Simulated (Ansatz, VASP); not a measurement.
**Two plane-wave programs on Os**

Contents of POSCAR:

```
Os
1.0
    2.7341000000      0.0000000000      0.0000000000
   -1.3670500000      2.3678000565      0.0000000000
    0.0000000000      0.0000000000      4.3197000000
Os
2
Direct
    0.3333333333      0.6666666667      0.2500000000
    0.6666666667      0.3333333333      0.7500000000
```

The input INCAR.step1:

```
SYSTEM = Os
ALGO = Normal
EDIFF = 1E-4
ENCUT = 520
GGA = PE
ISMEAR = -1
LASPH = .True.
LCHARG = .False.
LREAL = .False.
LWAVE = .True.
NBANDS = 15
NELM = 80
PREC = Accurate
SIGMA = 0.05
```

The input INCAR.step2:

```
SYSTEM = Os
ALGO = Normal
EDIFF = 1E-8
ENCUT = 520
ISIF = 2
ISMEAR = -1
ISTART = 1
LASPH = .True.
LCHARG = .False.
LEFG = .True.
LMIXTAU = .True.
LREAL = .False.
LWAVE = .False.
METAGGA = R2SCAN
NBANDS = 15
NELM = 80
PREC = Accurate
SIGMA = 0.05
```

File KPOINTS:

```
k-points
0
Gamma
  13 13 7
  0 0 0
```

Input for Ansatz:

```yaml
crystal:
  lattice:
    - [2.7341, 0.0, 0.0]
    - [-1.36705, 2.3678000565, 0.0]
    - [0.0, 0.0, 4.3197]
  atoms:
    - { symbol: Os, position: [0.3333333333, 0.6666666667, 0.25] }
    - { symbol: Os, position: [0.6666666667, 0.3333333333, 0.75] }
kpoints:
  mp_grid: { grid: [13, 13, 7] }
scf:
  occupations: { method: fermi_dirac, width: 0.05 }
hamiltonian:
  xc: r2scan
  pseudopotentials: { kind: paw }
output:
  forces: true
  stress: true
  eigenvalues: true
  efg: { contact_densities: true }
  populations: true
```

Change from the starting cell: shortest bond scaled by 1, PAW files.

Alike in both runs: task electric field gradients; functional r2SCAN; k mesh 13 × 13 × 7; occupations fermi-dirac, width 0.05 eV; no spin polarisation.

|  | VASP | Ansatz |
| --- | --- | --- |
| version | VASP 6.6.1 | Ansatz 0.2.0 |
| potentials or method | VASP PAW PBE potentials, release 64 (Os) | PAW with Ansatz's default frozen-core files, scalar-relativistic |
| plane-wave cutoff (eV) | 520 | 500 |
| valence electrons in the cell | 16 | 32 |

VASP gave:

- pressure (GPa): 1.9
- largest component of the traceless stress (GPa): 1.29
- Vzz of the field gradient on the site that differs most (V/Å²): -80.1

Problem. Which values does Ansatz return?

Solution. Pressure (GPa): 0.8; largest component of the traceless stress (GPa): 1.33; Vzz of the field gradient on the site that differs most (V/Å²): -62.6.

The two sets of potentials don't hold the same shells in valence. Ansatz warned: «gradients_without_spin_orbit».

Caveats: the PAW data sets were made with another functional, which shifts forces and pressure a little (VASP). The runs have no spin-orbit coupling, so splittings on Os are missing.
